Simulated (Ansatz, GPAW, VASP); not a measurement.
# Bi: programs and potentials compared

```
Bi
1.0
     2.26750    1.30914    3.93800
    -2.26750    1.30914    3.93800
     0.00000   -2.61828    3.93800
Bi
2
Direct
  0.76600 0.76600 0.76600
  0.23400 0.23400 0.23400
```

Alike in all runs: task single point; functional LDA; k mesh 7 × 7 × 7; occupations gaussian, width 0.02 eV; no spin polarisation; no spin-orbit coupling. LDA stands for any of its common fits. Pressure is positive in compression and, in plane waves, holds the error of the finite cutoff, which Ansatz's Pulay term estimates and takes out.

```
                                                    program and potentials  plane-wave cutoff (eV)                                                                                                                            notes  pressure (GPa)
                                                        Ansatz, Ansatz PAW                     420  potentials made for PBE, which Ansatz adapts in part; 15 valence electrons an atom on average; Pulay term of +0.02 GPa included           -1.59
                                            VASP, LDA PAW files Bi, 500 eV                     500                                                                                           5 valence electrons an atom on average           -1.42
GPAW, the program's PAW data sets (release 1.2.1) made for this functional                     600                                                                                          15 valence electrons an atom on average           -1.71
```

Force on atom 1 (Bi), eV/Å:

| program and potentials | x | y | z |
| --- | --- | --- | --- |
| Ansatz, Ansatz PAW | 0.000 | 0.000 | -0.045 |
| VASP, LDA PAW files Bi, 500 eV | 0.000 | 0.000 | -0.090 |
| GPAW, the program's PAW data sets (release 1.2.1) made for this functional | 0.000 | 0.000 | -0.033 |

The pressure spans -1.71 (GPAW, the program's PAW data sets (release 1.2.1) made for this functional) to -1.42 GPa (VASP, LDA PAW files Bi, 500 eV).

Differences between rows come from potentials, basis sets and numerical settings, since the functional is the same but for its coding. Runs on potential files found faulty are left out.

All three runs put the cell under tension, so LDA favours a smaller volume than the one given, in line with its usual overbinding. The force on atom 1 points along -z in every row, which moves the internal coordinate towards the undistorted value of one quarter. Bismuth's layered structure is a Peierls distortion of a simple cubic p-bonded network, with three short and three long contacts per atom. LDA tends to favour the more evenly bonded, more metallic arrangement, which would strengthen the contacts between bilayers at the expense of the distortion.

The two sets with 15 valence electrons lie closer to each other in both pressure and force than to the five-electron set, which suggests that the treatment of the 5d shell matters, though other differences between the data sets may contribute. The signs of the pressure and force are thus robust across these runs, but because volume, axial ratio and internal coordinate are coupled, they don't fix how much of the distortion would survive full relaxation.
